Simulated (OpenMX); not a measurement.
Crystal: Sn.

```
CELL_PARAMETERS angstrom
-2.94014 2.94014 1.59930
2.94014 -2.94014 1.59930
2.94014 2.94014 -1.59930
ATOMIC_POSITIONS crystal
Sn 0.02484 0.02160 0.98928
Sn 0.75401 0.27475 0.50899
```

The cell isn't the ideal one: atoms moved at random, drawn with an rms of 0.1 Å.

| Item | Value |
| --- | --- |
| Program | OpenMX 3.8.5 |
| Task | relaxation of the atoms |
| Functional | PBE |
| Dispersion | D3 |
| Potentials or basis | OpenMX 2013 PBE set, Sn7.0-s3p2d2, grid cutoff 500 Ry |
| k mesh | 7 × 7 × 7 |
| Occupations | fermi-dirac, width 0.05 eV |
| Spin | no spin polarisation |

At the start: volume 27.65 Å³/atom.

Problem. Where does the relaxation end?

Solution. Over 15 steps the energy falls by 121.0 meV/atom; space group Cmmm (No. 65, to 0.05 Å).

The path:
```csv
step,energy change (eV),largest force (eV/Å)
1,0.0000,0.3648
2,-0.0036,0.3170
3,-0.0173,0.1613
4,-0.0232,0.2153
5,0.0174,1.2147
6,-0.0345,0.3034
7,-0.0441,0.4073
8,-0.0112,1.0672
9,-0.0864,0.5226
10,-0.1045,0.5103
11,-0.2357,0.2192
12,-0.2375,0.1839
13,-0.2417,0.0801
14,-0.2419,0.0524
15,-0.2419,0.0330
```

Final structure:
```
Sn
1.0
    -2.94014    2.94014    1.59930
     2.94014   -2.94014    1.59930
     2.94014    2.94014   -1.59930
Sn
2
Direct
  0.13835 0.14729 0.99893
  0.64049 0.14907 0.49934
```

Caveat: the basis has few d functions beyond the semicore shells, which can make volumes several per cent too large; the energies along the path lack the entropy term of the smearing; the basis of atomic orbitals isn't converged, which shifts pressures, moduli and gaps; pairwise dispersion overbinds metals, which lowers pressure and volume.
